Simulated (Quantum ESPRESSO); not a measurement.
Crystal: BN.

```
CELL_PARAMETERS angstrom
1.25112 0.72234 3.37293
-1.25112 0.72234 3.37293
0.00000 -1.44467 3.37293
ATOMIC_POSITIONS crystal
N 0.66724 0.66724 0.66724
B 0.00033 0.00033 0.00033
```

The cell is a database's computed one.

Base run:

```yaml
Program: Quantum ESPRESSO 7.5
Functional: r2SCAN
Potentials_or_basis: SG15 PBE 1.2
Cutoff: 1197 eV
Density_cutoff: 4789 eV
k_mesh: 9 × 9 × 9
Occupations: fermi-dirac, width 0.05 eV
Spin: no spin polarisation
```

Its results: band gap on the k mesh 4.99 eV, indirect (least direct gap 5.43 eV); pressure -1.7 GPa; largest force 0.008 eV/Å.

Task: The run is repeated on the same cell with these changes: functional from r2SCAN to PBE; k mesh from 9 × 9 × 9 to 8 × 8 × 8. What comes out?

Result: Band gap on the k mesh 4.33 eV, indirect (least direct gap 4.97 eV); pressure 2.2 GPa; largest force 0.004 eV/Å.

Several settings changed at once, so the effect can't be laid on one alone.

Caveats: the potentials were made for another functional, which shifts forces and pressure (some runs); the mesh misses the band edges, which the band path finds closer together (some runs).
